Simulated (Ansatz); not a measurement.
The system is Sb.

```xyz
2
Lattice="2.1542 1.2437 3.7580 -2.1542 1.2437 3.7580 0.0000 -2.4875 3.7580" Properties=species:S:1:pos:R:3 pbc="T T T"
Sb    0.0000    0.0000    8.6416
Sb    0.0000    0.0000    2.6324
```

Base run:

```yaml
Program: Ansatz 0.2.0
Functional: LDA
Dispersion: D4
Potentials_or_basis: JTH PAW LDA
Cutoff: 1950 eV
Density_cutoff: 9750 eV
k_mesh: 8 × 8 × 8
Occupations: methfessel-paxton, width 0.1 eV
Spin: no spin polarisation
```

Its results: band gap on the k mesh none (metal or under the smearing width); pressure -3.8 GPa.

**Question.** The run is repeated on the same cell with these changes: functional from LDA to BLYP; potentials or basis from JTH PAW LDA to PseudoDojo standard (PBE files); cutoff from 1950 eV to 1088 eV; density cutoff from 9750 eV to 4354 eV. What comes out?

**Answer.** Band gap on the k mesh none (metal or under the smearing width); pressure 1.6 GPa.

Caveats: pairwise dispersion overbinds metals, which lowers pressure and volume; the dispersion damping was fitted for another functional or another form of the correction (some runs); the potentials were made for another functional, which shifts forces and pressure (some runs).
